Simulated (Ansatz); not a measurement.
# SnO2: the change of pressure and energy above lowest point with volume scale

Results calculated with Ansatz 0.2.0, not measured. Free energy against uniform scaling of the volume at fixed shape and fractions; periodic cell, basis, potentials, k mesh and filling as listed.

The cell before it is scaled or strained (space group R-3m, No. 166):
```
cell vectors (Å)
   1.6171     0.9336     4.8006
  -1.6171     0.9336     4.8006
   0.0000    -1.8673     4.8006
atoms (fractions of the cell vectors)
Sn  0.50000  0.50000  0.50000
O   0.23717  0.23717  0.23717
O   0.76283  0.76283  0.76283
```

Settings of every row: functional PBEsol; dispersion none; potentials PAW; wave cutoff 500 eV; density cutoff 2000 eV; k mesh 8x8x8; k shift 0x0x0; occupations cold; smearing width 0.02 eV; spin none; SCF threshold exponent -9.

Limits: stress loosely converged; the cell comes from a prototype or a list of computed structures and needn't be the stable phase.

| row | volume scale | V (Å³/atom) | pressure (GPa) | energy above lowest point (meV/atom) |
| --- | --- | --- | --- | --- |
| 1 | 0.9 | 13.046 | 12.82 | 34.4 |
| 2 | 0.925 | 13.409 | 7.28 | 11.8 |
| 3 | 0.95 | 13.771 | 2.5 | 0.9 |
| 4 | 0.975 | 14.133 | -1.61 | 0 |
| 5 | 1 | 14.496 | -5.16 | 7.8 |
| 6 | 1.025 | 14.858 | -8.21 | 23 |
| 7 | 1.05 | 15.22 | -10.84 | 44.6 |
| 8 | 1.075 | 15.583 | ? | ? |
| 9 | 1.1 | 15.945 | -15.01 | 103.5 |

Question: what pressure and energy above lowest point should row 8 give?

Worked fit of pressure. Take u = (V_r/V)^(2/3) − 1 with V_r = 14.314 Å³ an atom, which is twice the finite (Eulerian) strain; such expansions in the strain, on which the Birch-Murnaghan equation of state is built, carry the rest volume and the bulk modulus. The shown rows have u = 0.06379, 0.0445, 0.02612, 0.00852, -0.00839, -0.02456, -0.04009, -0.06941. Least squares give pressure = −3.447 + 210.1 × u + 667.2 × u² + 584 × u³ GPa; a parabola predicts inner rows, each left out in turn, worse (root mean square 0.044 against 0.007 GPa). The rows lie off it by 0.00, 0.00, -0.01, 0.00, 0.00, 0.00, 0.00, 0.00. The pressure vanishes at u = 0.0156, or V = 13.99 Å³ an atom, and there the bulk modulus at fixed shape and fractions is B = −V dP/dV = (2/3)(1 + u) dP/du = 157 GPa. Letting shape and atoms relax would as a rule lower it, by much in layered, chain or molecular crystals. The withheld row has u = -0.05505, so the fit gives −3.447 + 210.1 × (-0.05505) + 667.2 × (-0.05505)² + 584 × (-0.05505)³ = -13.09 GPa.

The calculation gave -13.09 GPa. The fit meets it to the printed digit.

Worked fit of energy above lowest point. Take u = (V_r/V)^(2/3) − 1 with V_r = 14.314 Å³ an atom, which is twice the finite (Eulerian) strain; such expansions in the strain, on which the Birch-Murnaghan equation of state is built, carry the rest volume and the bulk modulus. The shown rows have u = 0.06379, 0.0445, 0.02612, 0.00852, -0.00839, -0.02456, -0.04009, -0.06941. Least squares give energy above lowest point = 2.9 − 462.9 × u + 14624 × u² + 5906 × u³ meV/atom; a parabola predicts inner rows, each left out in turn, worse (root mean square 0.44 against 0.025 meV/atom). All shown rows lie on it to the printed digit. Its lowest point lies at u = 0.0157, or V = 13.98 Å³ an atom, and the curvature there gives the bulk modulus at fixed shape and fractions, B = (4/9)(1 + u)² E″(u)/V = 157 GPa. Letting shape and atoms relax would as a rule lower it, by much in layered, chain or molecular crystals. The withheld row has u = -0.05505, so the fit gives 2.9 − 462.9 × (-0.05505) + 14624 × (-0.05505)² + 5906 × (-0.05505)³ = 71.7 meV/atom.

The calculation gave 71.7 meV/atom. The fit meets it to the printed digit.
